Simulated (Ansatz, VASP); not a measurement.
Two plane-wave programs on WS2 (Tungstenite)

INCAR

```
PREC = Accurate
ENCUT = 520
EDIFF = 1E-8
ISMEAR = 0
SIGMA = 0.01
LREAL = False
LASPH = True
NELM = 100
ALGO = Fast
ISIF = 2
LWAVE = False
LCHARG = False
GGA = PE
IVDW = 12
LEFG = True
NBANDS = 35
```

KPOINTS

```
Automatic mesh
0
Gamma
  12 12 4
```

Contents of POSCAR:

```
WS2
1.0
    3.1540618912      0.0000000000      0.0000000000
   -1.5770309456      2.7314977229      0.0000000000
    0.0000000000      0.0000000000     12.1404010712
W S
2 4
Direct
    0.3333333333      0.6666666667      0.2500000000
    0.6666666667      0.3333333333      0.7500000000
    0.3333333333      0.6666666667      0.6202909676
    0.6666666667      0.3333333333      0.1202909676
    0.3333333333      0.6666666667      0.8797090324
    0.6666666667      0.3333333333      0.3797090324
```

Input for Ansatz:

```yaml
crystal:
  lattice:
    - [3.1540618912, 0.0, 0.0]
    - [-1.5770309456, 2.7314977229, 0.0]
    - [0.0, 0.0, 12.1404010712]
  atoms:
    - { symbol: W, position: [0.3333333333, 0.6666666667, 0.25] }
    - { symbol: W, position: [0.6666666667, 0.3333333333, 0.75] }
    - { symbol: S, position: [0.3333333333, 0.6666666667, 0.6202909676] }
    - { symbol: S, position: [0.6666666667, 0.3333333333, 0.1202909676] }
    - { symbol: S, position: [0.3333333333, 0.6666666667, 0.8797090324] }
    - { symbol: S, position: [0.6666666667, 0.3333333333, 0.3797090324] }
basis:
  ecutwfc: 420
kpoints:
  mp_grid: { grid: [12, 12, 4] }
hamiltonian:
  xc: pbe
  dispersion: d3bj
scf:
  occupations: { method: fixed }
output:
  forces: true
  stress: true
  eigenvalues: true
  efg: {}
checkpoint:
  read: start.run
  write: ck
  compress: false
  write_wavefunctions: false
  write_every: 100000
```

Alike in both runs: task electric field gradients; functional PBE; dispersion D3(BJ); k mesh 12 × 12 × 4; no spin polarisation.

```csv
,VASP,Ansatz
version,VASP 6.6.1,Ansatz 0.2.0
potentials or method,"VASP PAW PBE potentials, release 64 (W_sv, S)","scalar-relativistic, plane waves, PAW"
plane-wave cutoff (eV),520,420
occupations,"gaussian, width 0.01 eV",fixed
valence electrons in the cell,52,52
```

```tsv
	VASP	Ansatz	Ansatz less VASP
gap on the k mesh at the Fermi level (eV)	0.91	0.89	-0.017
least direct gap on the mesh (eV)	1.83	1.83	-0.003
pressure (GPa)	0.0	0.0	+0.04
Vzz of the field gradient on the site that differs most (V/Å²)	-152.2	-171.4	-19.22
```

Ansatz warned: «gradients_without_spin_orbit».

Caveats: spin-orbit coupling is left out, which moves the levels of the heavy elements. A k mesh can miss the band edges. PBE gaps usually lie below the measured ones, often by a third to a half.
